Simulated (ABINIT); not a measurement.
Wanted: the native input for an ABINIT 10.8.3 (patched build) run.

* Task: band structure
* Functional: BLYP
* Potentials or basis: JTH PAW PBE v2.0
* Cutoff: 680 eV
* k mesh: 10 × 10 × 10
* Occupations: fermi-dirac, width 0.05 eV
* Spin: spin-orbit coupling, no magnetisation
* Fine-grid cutoff: 1278.94 eV
* Exchange and correlation inside the PAW spheres: full angular mesh (pawxcdev 0, this build's default; the released program takes 1)

Crystal: ZrN.

```
Zr N
1.0
     0.00000    2.30000    2.30000
     2.30000    0.00000    2.30000
     2.30000    2.30000    0.00000
Zr N
1 1
Cartesian
  2.3000 2.3000 2.3000
  0.0000 0.0000 0.0000
```

The input as run:

run.abi

```
# Datasets: ground state, then fixed potential
ndtset 2

# Pseudopotentials
pp_dirpath "./"
pseudos "Zr.GGA_PBE-JTH.xml, N.GGA_PBE-JTH.xml"

# Structure
acell 3*1.0
rprim
     0.0000000000     4.3463700866     4.3463700866
     4.3463700866     0.0000000000     4.3463700866
     4.3463700866     4.3463700866     0.0000000000
ntypat 2
znucl 40 7
natom 2
typat 1 2
xred
     0.5000000000     0.5000000000     0.5000000000
     0.0000000000     0.0000000000     0.0000000000

# Plane-wave basis
ecut 25.0
pawecutdg 47.0

# Exchange and correlation
ixc -106131

# Bands and occupations
occopt 3
tsmear 0.00183747

# Spin
nspinor 2
nspden 1
pawspnorb 1

# SCF cycle
nstep 100

# Output
iomode 3
prtwf 0
prteig 0
prtebands 0
enunit 1
prtden1 1
prtvha1 1
prtvclmb1 1
prtpot1 1

# Dataset 1
kptopt1 4
ngkpt1 10 10 10
nshiftk1 1
shiftk1 0.0 0.0 0.0
nband1 26
tolvrs1 1.0e-9

# Dataset 2: bands along G-X-W-K-G-L-U-W-L-K
iscf2 -2
getden2 1
nband2 34
nbdbuf2 2
tolwfr2 1.0e-12
kptopt2 -9
ndivsm2 5
prteig2 1
prtvol2 -3
kptbounds2
     0.0000000000     0.0000000000     0.0000000000
     0.5000000000     0.0000000000     0.5000000000
     0.5000000000     0.2500000000     0.7500000000
     0.3750000000     0.3750000000     0.7500000000
     0.0000000000     0.0000000000     0.0000000000
     0.5000000000     0.5000000000     0.5000000000
     0.6250000000     0.2500000000     0.6250000000
     0.5000000000     0.2500000000     0.7500000000
     0.5000000000     0.5000000000     0.5000000000
     0.3750000000     0.3750000000     0.7500000000
```

Potentials or basis: JTH PAW PBE v2.0.

Launch:

```console
$ abinit run.abi > log 2>&1
```

Results of the run:

| Quantity | Value |
| --- | --- |
| Band gap on the k mesh | none (metal or under the smearing width) |
| Valence electrons inside the program's atomic spheres | Zr 9.09; N 2.60 |

Wall time 3.5 min on 1 thread of Arm Neoverse V2, with other jobs on the host, peak memory 0.18 GiB.
